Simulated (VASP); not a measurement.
Na2S under changes of volume

One of the cells (23.853 Å³/atom); the others are scaled copies at fixed shape and fractional positions:

```xyz
3
Lattice="0.0000 3.2952 3.2952 3.2952 0.0000 3.2952 3.2952 3.2952 0.0000" Properties=species:S:1:pos:R:3 pbc="T T T"
S     0.0000    0.0000    0.0000
Na    4.9428    4.9428    4.9428
Na    1.6476    1.6476    1.6476
```

| Item | Value |
| --- | --- |
| Program | VASP 6.6.1 |
| Functional | PBE |
| Potentials or basis | VASP PAW PBE potentials, release 64 (S, Na_pv) |
| Cutoff | 520 eV |
| k mesh | 7 × 7 × 7 |
| Occupations | fermi-dirac, width 0.05 eV |
| Spin | no spin polarisation |

```csv
volume (Å³/atom),energy over the lowest point (meV/atom),pressure (GPa),gap on the mesh (eV)
21.982,11.52,2.4,2.69
22.450,?,?,?
22.918,1.92,0.9,2.54
23.853,0.00,-0.3,2.41
24.321,1.45,-0.8,2.35
24.789,4.30,-1.2,2.29
```

Q: What does the run at 22.450 Å³/atom give?

A: Energy over the lowest point 5.66 meV/atom; pressure 1.6 GPa; gap on the mesh 2.61 eV.

Worked out: A Birch-Murnaghan fit of order 3 (a polynomial in V^(-2/3)) to the other rows has its minimum at 23.65 Å³/atom with B0 = V·E''(V) = 28 GPa and B' = 4.3. It gives 5.66 meV/atom at 22.450 Å³/atom, against the run's 5.66, and -dE/dV = 1.6 GPa, against 1.6. A straight line through the other rows of the gap, of slope -3.32 eV per unit of ln V (its deformation potential), gives 2.61 eV, against the run's 2.61.

Energies are extrapolated to zero smearing.
